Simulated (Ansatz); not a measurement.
The system is PbS.

```
Pb S
1.0
     4.08970    0.00000    0.00000
    -2.04485    3.54178    0.00000
     0.00000    0.00000    3.78817
Pb S
1 1
Direct
  0.00000 0.00000 0.00000
  0.66667 0.33333 0.50000
```

Measurements of this composition are mostly on another form, of space group No. 225.

```yaml
Program: Ansatz 0.2.0
Task: relaxation of cell and atoms
Functional: revPBE
Dispersion: D3(BJ)
Potentials_or_basis: Ansatz PAW
Cutoff: "420 eV (not typed: the program's choice for these potentials)"
k_mesh: 8 × 8 × 7
Occupations: fermi-dirac, width 0.05 eV
Spin: no spin polarisation
```

At the start: volume 27.44 Å³/atom.

Q: Where does the relaxation end?

A: It ends after 5 steps and the volume is 25.96 Å³/atom (-5.4 %); space group P-6m2 (No. 187, to 0.05 Å).

The path:
```tsv
step	energy change (eV)	largest force (eV/Å)	volume (Å³)
1	0.0000	0.0000	54.87
2	-0.0212	0.0000	51.31
3	-0.0227	0.0000	51.95
4	-0.0228	0.0000	51.92
5	-0.0225	0.0000	51.92
```

Final structure:
```xyz
2
Lattice="3.9865 0.0000 0.0000 -1.9932 3.4524 0.0000 0.0000 0.0000 3.7726" Properties=species:S:1:pos:R:3 pbc="T T T"
Pb    0.0000    0.0000    0.0000
S     1.9932    1.1508    1.8863
```

Caveat: the plane-wave basis is chosen anew once the cell has moved, so the energies of steps on either side of that aren't comparable; pairwise dispersion overbinds metals, which lowers pressure and volume; the PAW data sets come from PBE, with cores solved anew for the run's functional, which leaves a small shift of forces and pressure.
